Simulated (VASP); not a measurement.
# Al16HO23 (a cell with a defect) (Corundum) in VASP: notebook, part 2 of 2

VASP 6.6.1.

## 3. Single point, PBE

Input file INCAR:

```
PREC = Accurate
ENCUT = 520
EDIFF = 1E-6
ISMEAR = -1
SIGMA = 0.01
LREAL = Auto
LASPH = True
NELM = 100
ALGO = Fast
ISIF = 2
LWAVE = False
LCHARG = False
GGA = PE
NELECT = 186.0
NBANDS = 120
```

Input file KPOINTS:

```
regular mesh
0
Gamma
  3 3 3
```

Input file POSCAR:

```
Al16HO23
1.0
   -4.7605000000     -2.7484759565      4.3318666667
    4.7605000000     -2.7484759565      4.3318666667
    0.0000000000      5.4969519129      4.3318666667
Al H O
16 1 23
Direct
    0.3521600000      0.3521600000      0.3521600000
    0.8521600000      0.8521600000      0.3521600000
    0.8521600000      0.3521600000      0.8521600000
    0.3521600000      0.8521600000      0.8521600000
    0.1478400000      0.1478400000      0.1478400000
    0.6478400000      0.6478400000      0.1478400000
    0.6478400000      0.1478400000      0.6478400000
    0.1478400000      0.6478400000      0.6478400000
    0.6478400000      0.6478400000      0.6478400000
    0.1478400000      0.1478400000      0.6478400000
    0.1478400000      0.6478400000      0.1478400000
    0.6478400000      0.1478400000      0.1478400000
    0.8521600000      0.8521600000      0.8521600000
    0.3521600000      0.3521600000      0.8521600000
    0.3521600000      0.8521600000      0.3521600000
    0.8521600000      0.3521600000      0.3521600000
    0.5966600000      0.4033400000      0.7500000000
    0.0966600000      0.9033400000      0.7500000000
    0.0966600000      0.4033400000      0.2500000000
    0.5966600000      0.9033400000      0.2500000000
    0.7500000000      0.5966600000      0.4033400000
    0.2500000000      0.0966600000      0.4033400000
    0.2500000000      0.5966600000      0.9033400000
    0.7500000000      0.0966600000      0.9033400000
    0.4033400000      0.7500000000      0.5966600000
    0.9033400000      0.2500000000      0.5966600000
    0.9033400000      0.7500000000      0.0966600000
    0.4033400000      0.2500000000      0.0966600000
    0.4033400000      0.5966600000      0.2500000000
    0.9033400000      0.0966600000      0.2500000000
    0.9033400000      0.5966600000      0.7500000000
    0.4033400000      0.0966600000      0.7500000000
    0.2500000000      0.4033400000      0.5966600000
    0.7500000000      0.9033400000      0.5966600000
    0.7500000000      0.4033400000      0.0966600000
    0.2500000000      0.9033400000      0.0966600000
    0.5966600000      0.2500000000      0.4033400000
    0.0966600000      0.7500000000      0.4033400000
    0.0966600000      0.2500000000      0.9033400000
    0.5966600000      0.7500000000      0.9033400000
```

Potentials or basis: VASP PAW PBE potentials, release 64 (Al, H, O).

Launch:

```bash
> cat potpaw_PBE.64/Al/POTCAR potpaw_PBE.64/H/POTCAR potpaw_PBE.64/O/POTCAR > POTCAR
> mpirun -np 1 vasp_std > vasp.out
```

OUTCAR:

```text
PREC = Accurate
   ENCUT = 520
   EDIFF = 1E-6
   ISMEAR = -1
   LREAL = Auto
   LASPH = True
   NELM = 100
   ISIF = 2
   GGA = PE
   NELECT = 186.0

 ion  position               nearest neighbor table
   1  0.352  0.352  0.352-  33 1.85  37 1.85  29 1.85  28 1.97  19 1.97  22 1.97   5 2.66  10 2.79
                            11 2.79  12 2.79   8 3.22   7 3.22   6 3.22
   2  0.852  0.852  0.352-  34 1.85  38 1.85  30 1.85  27 1.97  20 1.97  21 1.97   6 2.66   9 2.79
[... 1396 lines left out ...]
  -------------------------------------------------------------------------------------
  Total        3.1645931      1.2915614      0.5436590      0.0000000     -0.7291951      0.0000000
  in kB       14.9093127      6.0849191      2.5613345      0.0000000     -3.4354489      0.0000000
  external PRESSURE =       7.8518554 kB  Pullay stress =       0.0000000 kB

 VOLUME and BASIS-vectors are now :
 -----------------------------------------------------------------------------
  energy-cutoff  :      520.00
  volume of cell :      340.07
      direct lattice vectors                 reciprocal lattice vectors
    -4.760500000 -2.748475957  4.331866667    -0.105030984 -0.060639667  0.076949121
     4.760500000 -2.748475957  4.331866667     0.105030984 -0.060639667  0.076949121
     0.000000000  5.496951913  4.331866667     0.000000000  0.121279334  0.076949121

 POSITION                                       TOTAL-FORCE (eV/Angst)
 -----------------------------------------------------------------------------------
      0.00000     -0.00000      4.57653         0.286815     -0.150647     -0.266857
      0.00000     -2.74848      8.90840         0.011852     -0.221270      0.130954
     -2.38025      1.37424      8.90840        -1.904506      0.025762      1.682434
      2.38025      1.37424      8.90840         0.191268      0.407559     -0.025068
      0.00000     -0.00000      1.92127         0.011852      0.221270     -0.130954
      0.00000     -2.74848      6.25314         0.286815      0.150647      0.266857
[... 32 lines left out ...]
      0.72998      4.01283      5.41483         0.053274     -0.220673     -0.097501
      0.72998      1.26435      9.74670        -0.461497     -0.096778     -0.640967
 -----------------------------------------------------------------------------------
    total drift:                               -0.002065      0.000000      0.000000

  FREE ENERGIE OF THE ION-ELECTRON SYSTEM (eV)
  ---------------------------------------------------
  free  energy   TOTEN  =      -300.6387122912 eV

  energy  without entropy=     -300.6387122912  energy(sigma->0) =     -300.63871229
```

Wall time 15 min (1 thread of Intel Xeon Platinum 8488C (Sapphire Rapids), shared host); peak memory 0.51 GiB.

What came out:

```
Free energy            : -300.6387 eV
Largest force          : 2.541 eV/Å
Band gap on the k mesh : 5.35 eV, indirect (least direct gap 5.45 eV)
```

Forces on the atoms (eV/Å):
```
Al   0.287 -0.151 -0.267
Al   0.012 -0.221  0.131
Al  -1.905  0.026  1.682
Al   0.191  0.408 -0.025
Al   0.012  0.221 -0.131
Al   0.287  0.151  0.267
Al  -1.905 -0.026 -1.682
Al   0.191 -0.408  0.025
Al   1.145 -1.621  1.079
Al  -0.211  0.081 -0.135
Al   0.089  0.200  0.248
Al  -0.331  0.436  0.044
Al  -0.211 -0.081  0.135
Al   1.145  1.621 -1.079
Al   0.089 -0.200 -0.248
Al  -0.331 -0.436 -0.044
H    0.149  0.000  0.000
O   -0.079  0.000  0.000
O   -0.033  0.076 -0.024
O   -0.033 -0.076  0.024
O   -0.153  0.736 -0.082
O    0.091  0.004  0.201
O   -0.594 -0.403 -0.157
O    1.317 -0.736  0.060
O   -0.594  0.403  0.157
O    1.317  0.736 -0.060
O    0.091 -0.004 -0.201
O   -0.153 -0.736  0.082
O   -0.139  0.000  0.000
O    0.265  0.000  0.000
O    0.216  0.777 -1.014
O    0.216 -0.777  1.014
O   -0.461  0.097  0.641
O    0.053  0.221  0.098
O    0.248 -0.548 -0.810
O   -0.060 -0.129 -0.034
O    0.248  0.548  0.810
O   -0.060  0.129  0.034
O    0.053 -0.221 -0.098
O   -0.461 -0.097 -0.641
```

Caveat: the cell carries a net charge on a neutralising background, which shifts energy and pressure; the cell is charged against a uniform background, so pressure and absolute levels hang on convention. Expect the measured gap to be larger: semilocal functionals such as PBE lack the derivative discontinuity.
